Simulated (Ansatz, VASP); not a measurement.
# NaCl in VASP and in Ansatz

```xyz
2
Lattice="3.4335 0.0000 0.0000 0.0000 3.4335 0.0000 0.0000 0.0000 3.4335" Properties=species:S:1:pos:R:3 pbc="T T T"
Na    0.0000    0.0000    0.0000
Cl    1.7167    1.7167    1.7167
```

Alike in both runs: task single point; functional PBE; k mesh 6 × 6 × 6; occupations gaussian, width 0.02 eV; no spin polarisation.

```csv
,VASP,Ansatz
version,VASP 6.6.1,Ansatz 0.2.0
potentials or method,"VASP PAW PBE potentials, release 64 (Na_pv, Cl)","scalar-relativistic, plane waves, PAW"
plane-wave cutoff (eV),520,420
valence electrons in the cell,14,16
```

```csv
,VASP,Ansatz,Ansatz less VASP
gap on the k mesh at the Fermi level (eV),4.19,4.19,0.000
least direct gap on the mesh (eV),4.73,4.73,0.000
pressure (GPa),1.9,1.9,+0.05
```

The functional is the same, so the differences come from potentials, cutoffs and numerics. The two sets of potentials don't hold the same shells in valence.

A k mesh can miss the band edges. A hybrid or GW would open this gap; PBE tends to underestimate it.
